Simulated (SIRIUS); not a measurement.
Crystal: Zn.

```
Zn
1.0
     2.67000    0.00000    0.00000
    -1.33500    2.31229    0.00000
     0.00000    0.00000    4.96600
Zn
2
Direct
  0.66667 0.33333 0.75000
  0.33333 0.66667 0.25000
```

| Item | Value |
| --- | --- |
| Program | SIRIUS 7.12.0 |
| Task | relaxation of cell and atoms |
| Functional | PBE |
| Dispersion | D3 |
| Potentials or basis | PseudoDojo 0.4.1 PBE standard (scalar relativistic) |
| Cutoff | 1152 eV |
| Density cutoff | 4606 eV |
| k mesh | 5 × 5 × 3 |
| Occupations | fermi-dirac, width 0.05 eV |
| Spin | no spin polarisation |

At the start: pressure -4.3 GPa; volume 15.33 Å³/atom.

Q: How do energy, volume and symmetry change on relaxing?

A: Over 8 steps the energy falls by 61.4 meV/atom and the volume is 14.03 Å³/atom (-8.5 %); space group P6_3/mmc (No. 194, to 0.05 Å).

The path:
| step | energy change (eV) | largest force (eV/Å) | pressure (GPa) | volume (Å³) |
| --- | --- | --- | --- | --- |
| 1 | 0.0000 | 0.0000 | -4.32 | 30.66 |
| 2 | -0.0128 | 0.0000 | -3.88 | 30.39 |
| 3 | -0.0694 | 0.0000 | 0.08 | 28.20 |
| 4 | -0.0887 | 0.0000 | 6.23 | 26.47 |
| 5 | -0.1003 | 0.0000 | 2.54 | 27.33 |
| 6 | -0.1088 | 0.0000 | 2.09 | 27.45 |
| 7 | -0.1227 | 0.0000 | 0.27 | 28.00 |
| 8 | -0.1228 | 0.0000 | 0.02 | 28.07 |

Final structure:
```
Zn
1.0
     2.70535    0.00000    0.00000
    -1.35268    2.34290    0.00000
     0.00000    0.00000    4.42829
Zn
2
Direct
  0.66667 0.33333 0.75000
  0.33333 0.66667 0.25000
```

Caveat: the k mesh is coarse (spacing up to 0.54 Å⁻¹), so the values aren't converged; pairwise dispersion overbinds metals, which lowers pressure and volume.
